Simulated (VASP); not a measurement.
# SnSe (Pnma) in VASP: a series of runs, part 2 of 2

VASP 6.6.1. Earlier steps stand in the parts before.

### 3 Relaxation of cell and atoms, PBEsol

This run uses another cell than the first one, of 25.84 Å³/atom, 0.969 times its volume.

File INCAR:

```
SYSTEM = SnSe
PREC = Accurate
ENCUT = 600
EDIFF = 1E-7
ISMEAR = 0
SIGMA = 0.03
LREAL = .False.
LASPH = .True.
NELM = 80
ALGO = Normal
ISIF = 3
LWAVE = .False.
LCHARG = .False.
GGA = PS
IBRION = 2
NSW = 90
EDIFFG = -0.005
KPAR = 2
```

File KPOINTS:

```
Automatic mesh
0
Gamma
  4 8 8
  0 0 0
```

File POSCAR:

```
SnSe                                    
1.0
   11.4285959989      0.0000000000      0.0000000000
    0.0000000000      4.1617146958     -0.0000000000
    0.0000000000      0.0000000000      4.3467714012
  Sn              Se            
     4     4
Direct
     0.1185147540175376    0.2500000000000000    0.0888335630606360
     0.3814852459824625    0.7500000000000000    0.5888335630606358
     0.6185147540175377    0.2500000000000000    0.4111664369393639
     0.8814852459824623    0.7500000000000000    0.9111664369393642
     0.3579510432290710    0.2500000000000000    0.0204760098949622
     0.1420489567709290    0.7500000000000000    0.5204760098949621
     0.8579510432290710    0.2500000000000000    0.4795239901050378
     0.6420489567709290    0.7500000000000000    0.9795239901050379
```

Potentials or basis: VASP PAW PBE potentials, release 64 (Sn_d, Se).

Started as:

```bash
$ cat potpaw_PBE.64/Sn_d/POTCAR potpaw_PBE.64/Se/POTCAR > POTCAR
$ mpirun -np 2 vasp_std > vasp.out
```

It took 67 min on 2 MPI ranks of AMD EPYC 9R14 (Zen 4), shared host; peak memory 0.84 GiB.

The run converged. Its results:

```yaml
Free_energy: -35.9342 eV
Relaxed_volume: 25.88 Å³/atom
Relaxed_cell: a = 11.431 Å, b = 4.154 Å, c = 4.360 Å, α = 90.00°, β = 90.00°, γ = 90.00°
Space_group_after_relaxing_to_0.05_Å: Pnma (No. 62)
Energy_gained_by_relaxing: 0.1 meV/atom
Ionic_steps: 27
Pressure_after_relaxing: 0.0 GPa
Largest_force_after_relaxing: 0.005 eV/Å
Band_gap_on_the_k_mesh: 0.48 eV, indirect (least direct gap 0.76 eV)
```

Forces on the atoms (eV/Å):
```
Sn   0.004  0.000  0.002
Sn  -0.004  0.000  0.002
Sn   0.004  0.000 -0.002
Sn  -0.004  0.000 -0.002
Se  -0.001  0.000  0.002
Se   0.001  0.000  0.002
Se  -0.001  0.000 -0.002
Se   0.001  0.000 -0.002
```

The path:
```tsv
step	energy change (eV)	largest force (eV/Å)	pressure (GPa)	volume (Å³)
1	0.0000	0.0099	0.02	206.74
2	0.0000	0.0097	0.00	206.86
3	-0.0001	0.0099	-0.03	206.95
4	-0.0001	0.0120	-0.07	207.13
5	-0.0001	0.0101	-0.04	207.01
6	-0.0001	0.0090	-0.04	207.00
7	-0.0002	0.0090	-0.02	206.99
8	-0.0002	0.0104	0.00	206.95
9	-0.0002	0.0101	0.00	206.96
10	-0.0002	0.0091	0.00	206.95
11	-0.0003	0.0067	0.02	206.92
12	-0.0003	0.0090	0.04	206.87
13	-0.0003	0.0073	0.04	206.88
14	-0.0003	0.0071	0.03	206.91
15	-0.0003	0.0065	0.01	206.98
16	-0.0004	0.0052	-0.02	207.12
17	-0.0004	0.0051	-0.02	207.10
18	-0.0004	0.0066	-0.01	207.06
19	-0.0004	0.0135	0.02	206.97
20	-0.0004	0.0082	0.00	207.03
21	-0.0004	0.0076	0.00	207.02
22	-0.0005	0.0059	0.01	207.00
23	-0.0005	0.0054	0.02	206.95
24	-0.0005	0.0058	0.01	206.94
25	-0.0005	0.0065	0.00	207.01
26	-0.0005	0.0073	-0.01	207.06
27	-0.0006	0.0050	-0.01	207.06
```

Final structure:
```cif
data_structure
_symmetry_space_group_name_H-M 'P 1'
_symmetry_Int_Tables_number 1
_cell_length_a 11.4313
_cell_length_b 4.1541
_cell_length_c 4.3604
_cell_angle_alpha 90.000
_cell_angle_beta 90.000
_cell_angle_gamma 90.000
_cell_volume 207.06
loop_
_atom_site_label
_atom_site_type_symbol
_atom_site_fract_x
_atom_site_fract_y
_atom_site_fract_z
_atom_site_occupancy
Sn1 Sn 0.11780 0.25000 0.09307 1
Sn2 Sn 0.38220 0.75000 0.59307 1
Sn3 Sn 0.61780 0.25000 0.40693 1
Sn4 Sn 0.88220 0.75000 0.90693 1
Se1 Se 0.35742 0.25000 0.02219 1
Se2 Se 0.14258 0.75000 0.52219 1
Se3 Se 0.85742 0.25000 0.47781 1
Se4 Se 0.64258 0.75000 0.97781 1
```

Levels at points of the mesh, in eV from the valence-band top:
```tsv
k point	band 38	band 39	band 40	band 41	band 42	band 43
(0.00, 0.00, 0.00)	-1.33	-0.76	-0.60	0.48	2.92	3.03
(0.50, 0.00, 0.00)	-1.97	-0.62	-0.62	2.51	2.51	2.69
(0.00, 0.50, 0.00)	-1.04	-0.67	-0.67	0.85	0.85	1.36
(0.50, 0.50, 0.00)	-0.96	-0.96	-0.96	1.37	1.37	1.37
(0.00, 0.00, 0.50)	-0.83	-0.29	-0.29	1.16	1.16	1.37
(0.50, 0.00, 0.50)	-0.48	-0.23	-0.23	1.08	1.08	1.43
(0.00, 0.50, 0.50)	-2.42	-1.58	-1.58	2.57	2.57	2.99
(0.50, 0.50, 0.50)	-1.64	-1.64	-1.64	2.33	2.33	2.33
```

Caveat: the PAW data sets were made with another functional, which shifts forces and pressure a little; spin-orbit coupling is left out, which moves the levels of the heavy elements. A k mesh can miss the band edges.

### 4 Relaxation of shape and atoms at fixed volume, PBEsol (a relaxed cell with its volume scaled by 0.94)

Changes to INCAR since step 3:

```diff
@@ -10,3 +10,3 @@
 ALGO = Normal
-ISIF = 3
+ISIF = 4
 LWAVE = .False.
@@ -15,4 +15,4 @@
 IBRION = 2
-NSW = 90
-EDIFFG = -0.005
+NSW = 40
+EDIFFG = -0.01
 KPAR = 2
```

KPOINTS is that of step 3.

File POSCAR:

```
SnSe                                    
1.0
   11.1979002811      0.0000000000      0.0000000000
    0.0000000000      4.0692581287     -0.0000000000
    0.0000000000     -0.0000000000      4.2713644559
  Sn              Se            
     4     4
Direct
     0.1178032792429183    0.2500000000000000    0.0930657259609785
     0.3821967207570816    0.7500000000000000    0.5930657259609787
     0.6178032792429181    0.2500000000000000    0.4069342740390215
     0.8821967207570819    0.7500000000000000    0.9069342740390213
     0.3574195364931457    0.2500000000000000    0.0221923746805660
     0.1425804635068542    0.7500000000000000    0.5221923746805663
     0.8574195364931456    0.2500000000000000    0.4778076253194340
     0.6425804635068544    0.7500000000000000    0.9778076253194337
```

Started as:

```bash
$ cat potpaw_PBE.64/Sn_d/POTCAR potpaw_PBE.64/Se/POTCAR > POTCAR
$ mpirun -np 2 vasp_std > vasp.out
```

Run time: 53 min. Hardware: 2 MPI ranks of AMD EPYC 9R14 (Zen 4), shared host; peak memory 0.8 GiB.

It converged, with:

```yaml
Free_energy: -35.8337 eV
Energy_gained_by_relaxing: 6.0 meV/atom
Ionic_steps: 19
Pressure_after_relaxing: 2.8 GPa
Largest_force_after_relaxing: 0.008 eV/Å
Band_gap_on_the_k_mesh: 0.21 eV, indirect (least direct gap 0.63 eV)
```

Forces in eV/Å, atoms in the order of the input:
```
Sn  -0.002  0.000 -0.007
Sn   0.002  0.000 -0.007
Sn  -0.002  0.000  0.007
Sn   0.002  0.000  0.007
Se  -0.007  0.000  0.002
Se   0.007  0.000  0.002
Se  -0.007  0.000 -0.002
Se   0.007  0.000 -0.002
```

Stress tensor (GPa, compression positive):
```
2.72 0.00 0.00
0.00 2.79 0.00
0.00 0.00 2.84
```

The path:
```csv
step,energy change (eV),largest force (eV/Å),pressure (GPa)
1,0.0000,0.3496,4.02
2,-0.0277,0.1973,3.54
3,-0.0400,0.0546,2.99
4,-0.0423,0.0235,2.93
5,-0.0423,0.0256,2.93
6,-0.0429,0.0263,2.93
7,-0.0439,0.0284,2.91
8,-0.0439,0.0288,2.90
9,-0.0444,0.0239,2.89
10,-0.0452,0.0216,2.85
11,-0.0449,0.0424,2.79
12,-0.0454,0.0297,2.82
13,-0.0459,0.0345,2.83
14,-0.0463,0.0435,2.83
15,-0.0467,0.0366,2.83
16,-0.0474,0.0163,2.81
17,-0.0474,0.0257,2.77
18,-0.0476,0.0088,2.79
19,-0.0478,0.0078,2.78
```

Final structure:
```xyz
8
Lattice="11.2112 0.0000 0.0000 0.0000 4.1105 0.0000 0.0000 0.0000 4.2235" Properties=species:S:1:pos:R:3 pbc="T T T"
Sn    1.3070    1.0276    0.3016
Sn    4.2986    3.0829    2.4133
Sn    6.9126    1.0276    1.8102
Sn    9.9042    3.0829    3.9219
Se    4.0306    1.0276    0.0862
Se    1.5750    3.0829    2.1979
Se    9.6362    1.0276    2.0255
Se    7.1806    3.0829    4.1372
```

Levels at points of the mesh, in eV from the valence-band top:
| k point | band 38 | band 39 | band 40 | band 41 | band 42 | band 43 |
| --- | --- | --- | --- | --- | --- | --- |
| (0.00, 0.00, 0.00) | -1.51 | -0.90 | -0.77 | 0.22 | 3.04 | 3.10 |
| (0.50, 0.00, 0.00) | -2.22 | -0.77 | -0.77 | 2.50 | 2.50 | 2.73 |
| (0.00, 0.50, 0.00) | -1.17 | -0.52 | -0.52 | 0.65 | 0.65 | 1.32 |
| (0.50, 0.50, 0.00) | -0.93 | -0.93 | -0.93 | 1.35 | 1.35 | 1.35 |
| (0.00, 0.00, 0.50) | -0.89 | -0.38 | -0.38 | 0.95 | 0.95 | 1.11 |
| (0.50, 0.00, 0.50) | -0.53 | -0.23 | -0.23 | 0.93 | 0.93 | 1.03 |
| (0.00, 0.50, 0.50) | -2.61 | -1.86 | -1.86 | 2.55 | 2.55 | 2.93 |
| (0.50, 0.50, 0.50) | -1.81 | -1.81 | -1.81 | 2.18 | 2.18 | 2.18 |

Caveat: the PAW data sets were made with another functional, which shifts forces and pressure a little; spin-orbit coupling is left out, which moves the levels of the heavy elements.
